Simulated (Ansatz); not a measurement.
Runs of Ansatz 0.2.0 on PtSe2 (Sudovikovite). Symmetry: P-3m1, No. 164, trigonal system. Conventional cell: a = 3.724 Å, b = 3.724 Å, c = 5.062 Å, α = 90.00°, β = 90.00°, γ = 120.00°. Pt (site symmetry -3m) is surrounded by 6 Se at 2.49 Å. Se (site symmetry 3m) has 3 Pt at 2.49 Å as nearest neighbours. 

| share of exact exchange | gap on the mesh (eV) | pressure (GPa) | largest force (eV/Å) |
| --- | --- | --- | --- |
| 0.15 | none | 4.2 | (c) |
| 0.05 | none | (a) | (b) |
| 0.2 | none | 3.4 | 0.15 |
| 0.1 | none | 5.2 | 0.32 |

Alike in all rows: task single point; level HSE06 form with a typed share of exact exchange; potentials or basis Ansatz PAW; no spin polarisation; cell as given; k mesh 4 × 4 × 3; cutoff (eV) 420; smearing fermi-dirac 0.05 eV; the mesh is coarse, so values aren't converged.

Q: Fill in the values left out.

A: (a) 6.1; (b) 0.41; (c) 0.23.

Caveats: all runs use coarse meshes; the PAW data sets come from PBE, with cores solved anew for the run's functional, which leaves a small shift of forces and pressure; the thresholds are loose for stress.

A k mesh can miss the band edges, and the runs leave out spin-orbit coupling on Pt, Se.

A gap of «none» marks a metal or a gap under the smearing width.
